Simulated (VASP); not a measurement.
# How a change of volume changes CdS (P6_3mc), part 2 of 2

Wanted: the response of CdS to a change of volume, as a table, with a fit that predicts a row left out.

VASP 6.6.1, plane waves and PAW; the level of theory is named at each step.

So far: Set-up; Relax the crystal, LDA; Relax at fixed volume, LDA; Band edges, TB-mBJ with spin-orbit coupling.

### Step 5. Band edges, r2SCAN

Short lines in KPOINTS_OPT sample the zone centre, for masses, and the other valleys.

Level: r2SCAN; plane waves and PAW (Cd, S); cell typed or built by script.

Input file INCAR:

```
SYSTEM = CdS
PREC = Accurate
ENCUT = 450
EDIFF = 1E-06
NELM = 100
ISMEAR = 0
SIGMA = 0.02
LREAL = .FALSE.
ALGO = Normal
METAGGA = R2SCAN
LASPH = .TRUE.
NBANDS = 23
LWAVE = .FALSE.
LCHARG = .FALSE.
KPAR = 4
```

Input file POSCAR:

```
CdS
1.0
    4.1356227089      0.0000000000      0.0000000000
   -2.0678113545      3.5815543262      0.0000000000
    0.0000000000      0.0000000000      6.7375940935
Cd S
2 2
Direct
    0.3333333333      0.6666666667      0.0004191708
    0.6666666667      0.3333333333      0.5004191708
    0.3333333333      0.6666666667      0.3765808292
    0.6666666667      0.3333333333      0.8765808292
```

Input file KPOINTS:

```
Automatic mesh
0
Gamma
7 7 4
0 0 0
```

Input file KPOINTS_OPT:

```
Line mode
6
Line-mode
Reciprocal
  0.00000000   0.00000000   0.00000000
  0.00000000   0.00000000   0.05361607

  0.00000000   0.00000000   0.00000000
 -0.03291024   0.01645512   0.00000000

  0.50000000   0.00000000   0.00000000
  0.50000000   0.00000000   0.50000000

  0.33333333   0.33333333   0.00000000
  0.33333333   0.33333333   0.50000000
```

The projector-augmented-wave data sets are Cd and S (LDA family, release 64).

Command:

```sh
$ mpirun -np 4 vasp_std
```

Log:

```text
[banner, memory and clock lines left out]
running    4 mpi-ranks, on    1 nodes
[...]
[... a notice as in an earlier step ...]

 LDA part: xc-table for (None), standard interpolation
 POSCAR, INCAR and KPOINTS ok, starting setup
[...]
entering main loop
       N       E                     dE             d eps       ncg     rms          rms(c)
DAV:   1    -0.561970695589E+03   -0.56197E+03   -0.16853E+04  1104   0.132E+03
DAV:   2    -0.802865327655E+03   -0.24089E+03   -0.23496E+03  1244   0.344E+02
DAV:   3    -0.815325300722E+03   -0.12460E+02   -0.12424E+02  1314   0.805E+01
DAV:   4    -0.815440403412E+03   -0.11510E+00   -0.11506E+00  1335   0.771E+00
[...]
DAV:  13    -0.805238312445E+03   -0.21647E-05   -0.18130E-04  1216   0.942E-02    0.949E-02
DAV:  14    -0.805238306856E+03    0.55897E-05   -0.24098E-05  1315   0.618E-02    0.104E-02
DAV:  15    -0.805238307088E+03   -0.23219E-06   -0.18101E-06  1036   0.893E-03
   1 F= -.80523831E+03 E0= -.80523831E+03  d E =-.651796E-11
 Start KPOINTS_OPT (optional k-point list driver)
k-point batch [1-24\24]
       N       E                     dE             ncg
DAV:   1     0.166684222195E+04   -0.11829E+05     1104
DAV:   2    -0.411145341489E+04   -0.57783E+04     1258
DAV:   3    -0.439606893977E+04   -0.28462E+03     1321
DAV:   4    -0.439895055146E+04   -0.28816E+01     1293
DAV:   5    -0.439899752748E+04   -0.46976E-01     1349
DAV:   6    -0.439899891144E+04   -0.13840E-02     1357
DAV:   7    -0.439899896044E+04   -0.49002E-04     1371
DAV:   8    -0.439899896235E+04   -0.19078E-05     1062
DAV:   9    -0.439899896247E+04   -0.12035E-06      944
```

The job ended after 43 s (4 MPI ranks of AMD EPYC 9R45, shared host; peak memory 0.9 GiB).

Parts of OUTCAR (step 5):

```text
  Total        0.7216785      0.7216785      0.6716748     -0.0000000     -0.0000000      0.0000000
  in kB       11.5860944     11.5860944     10.7833167     -0.0000000     -0.0000000      0.0000000
  external PRESSURE =      11.3185018 kB  Pullay stress =       0.0000000 kB

 POSITION                                       TOTAL-FORCE (eV/Angst)
 -----------------------------------------------------------------------------------
     -0.00000      2.38770      0.00282         0.000000      0.000000     -0.002420
      2.06781      1.19385      3.37162        -0.000000      0.000000     -0.002420
     -0.00000      2.38770      2.53725        -0.000000     -0.000000      0.002420
      2.06781      1.19385      5.90605        -0.000000      0.000000      0.002420
 -----------------------------------------------------------------------------------
    total drift:                               -0.000000     -0.000000      0.005264

  FREE ENERGIE OF THE ION-ELECTRON SYSTEM (eV)
  ---------------------------------------------------
  free  energy   TOTEN  =      -805.2383070878 eV

  energy  without entropy=     -805.2383070878  energy(sigma->0) =     -805.23830709

[... 1 part as in an earlier step ...]

[... 2 further parts left out ...]
[key lines of the parts left out:]
E-fermi :   1.1557
```

Numbers from this step:

```
energy(sigma→0) of the program : -805.2383 eV
stress, compression positive   : xx, yy, zz 1.16, 1.16, 1.08 GPa
```

The run ends at a pressure of 1.13 GPa, with forces up to 0.0024 eV/Å.

### Step 6. The whole series

Runs beyond LDA use the data sets made with LDA; this shifts their levels slightly, and their total energies have another zero (at TB-mBJ, which has no energy functional, they mean nothing).

The other members went through these steps as far as the tables show, with the same cutoff and, step by step, the same mesh; 25 runs are not shown, of which 1 ended short or failed. The session took 4.8 core hours (wall time by ranks) on a shared machine.

```csv
volume over the relaxed volume,volume (Å³/atom),pressure (GPa),energy above the unstrained row (meV/atom),"gap on the mesh, LDA (eV)"
0.940,22.550,4.865,22.293,1.177
0.960,23.030,3.064,9.921,1.133
0.980,23.510,1.451,2.697,1.089
0.990,23.750,0.709,0.801,1.066
1,23.990,0.006,0.000,1.043
1.010,24.230,-0.656,0.234,1.020
1.020,24.469,-1.282,1.440,0.997
1.040,24.949,-2.443,6.553,0.952
1.060,25.429,-3.468,14.909,0.908
```

A cubic of the pressure in ln(V/V₀) through all rows has the slope −B at V₀: B = 68 GPa, and its curvature gives B′ = 4.6.

Band edges at TB-mBJ with spin-orbit coupling, counted from the valence-band top at Γ, spin-orbit pairs averaged, with one row partly withheld:

```csv
volume over the relaxed volume,gap (eV),conduction band at Γ (eV),lowest conduction level on M–L (eV),second valence level below the top (eV),third valence level below the top (eV)
0.960,2.851,2.851,4.549,0.010,0.064
0.980,2.817,2.817,4.559,0.010,0.059
0.990,?,?,4.561,0.011,0.058
1,2.780,2.780,4.561,0.011,0.057
1.010,2.761,2.761,4.561,0.011,0.056
1.020,2.742,2.742,4.559,0.011,0.056
1.040,2.701,2.701,4.551,0.012,0.055
1.060,2.660,2.660,4.540,0.012,0.054
```

Conduction masses, in electron masses:

```csv
volume over the relaxed volume,"conduction mass at Γ, along the strain axis or the normal of the plane","conduction mass at Γ, across the strain axis or in the plane"
0.960,0.232,0.256
0.980,0.231,0.255
0.990,0.232,0.254
1,0.232,0.255
1.010,0.231,0.255
1.020,0.232,0.255
1.040,0.232,0.255
1.060,0.232,0.255
```

Band edges at r2SCAN, counted from the valence-band top at Γ:

```csv
volume over the relaxed volume,gap (eV),conduction band at Γ (eV),lowest conduction level on M–L (eV),second valence level below the top (eV),third valence level below the top (eV)
0.940,1.905,1.905,3.683,0.000,0.078
0.960,1.858,1.858,3.691,0.000,0.069
0.980,1.812,1.812,3.694,0.000,0.061
0.990,1.787,1.788,3.693,0.000,0.059
1,1.763,1.763,3.691,0.000,0.057
1.010,1.739,1.739,3.688,0.000,0.055
1.020,1.714,1.714,3.684,0.000,0.053
1.040,1.666,1.666,3.674,0.000,0.050
1.060,1.619,1.619,3.662,0.000,0.046
```

Conduction masses, in electron masses:

```csv
volume over the relaxed volume,"conduction mass at Γ, along the strain axis or the normal of the plane","conduction mass at Γ, across the strain axis or in the plane"
0.940,0.158,0.174
0.960,0.157,0.171
0.980,0.155,0.169
0.990,0.154,0.168
1,0.153,0.166
1.010,0.152,0.165
1.020,0.150,0.163
1.040,0.149,0.161
1.060,0.147,0.159
```

### Step 7. Fit and prediction

The quantity to fit is the conduction level at Γ above the mean of the three top valence levels at TB-mBJ with spin-orbit coupling: 2.876, 2.840, 2.803, 2.784, 2.765, 2.723, 2.682 eV in the rows shown.

A least-squares parabola through the 7 rows shown, with u the logarithm of the volume ratio: E = − 2.859 u² − 1.905 u + 2.803 (eV), r.m.s. residual 3.7e-4 eV.

For the withheld row, u = -0.01005, the fit gives 2.8218 eV.

### Step 8. Prediction against calculation

The calculation gives 2.8214 eV, so the prediction is 0.0004 eV too high.

### Step 9. Summary of results

- bulk modulus: 68 GPa
- gap of the unstrained cell, TB-mBJ with spin-orbit coupling: 2.78 eV
- gap of the unstrained cell, r2SCAN: 1.76 eV
- dE/d ln V of the conduction level at Γ above the mean of the three top valence levels, TB-mBJ with spin-orbit coupling: -1.90 eV
- error of the predicted row: 0.4 meV

In words: The slope of the energy gives 0.18 GPa at the relaxed volume where the pressure column has 0.01 GPa, a mark of the finite basis. At TB-mBJ with spin-orbit coupling the lowest conduction valley is Γ throughout, and the gap runs between 2.66 and 2.85 eV. At r2SCAN the lowest conduction valley is Γ throughout, and the gap runs between 1.62 and 1.90 eV. Hole masses are left out throughout, since the top bands are degenerate or cross in many series; of conduction masses, those of the Γ, L and (for Si and Ge under (001) strain) Δ valleys are kept where they change by under an eighth between rows. TB-mBJ is a potential fitted for gaps; it has no energy functional, so its total energies and forces mean nothing, and its bands tend to come out too narrow. r2SCAN opens gaps somewhat over GGA but leaves them below measured values as a rule. Spin-orbit coupling is left out at r2SCAN, so the valence splittings there lack it. Temperature, zero-point motion and excitons are left out.

[Lines on the potential files, build, host, timing and source positions are cut from VASP's logs without a mark.]

[Logs are printed without paths, hosts, clocks, repeated set-up lines and the standing remarks that a program may print on its own settings, such as how far it seeks lower states.]

[Hosts, paths, dates, database ids (printed as entryN), source tags and the programs' standing remarks are cut or masked in the printed files.]

[In band tables of VASP the shares of atoms and orbitals are scaled to a sum of 1 inside the atoms' spheres.]
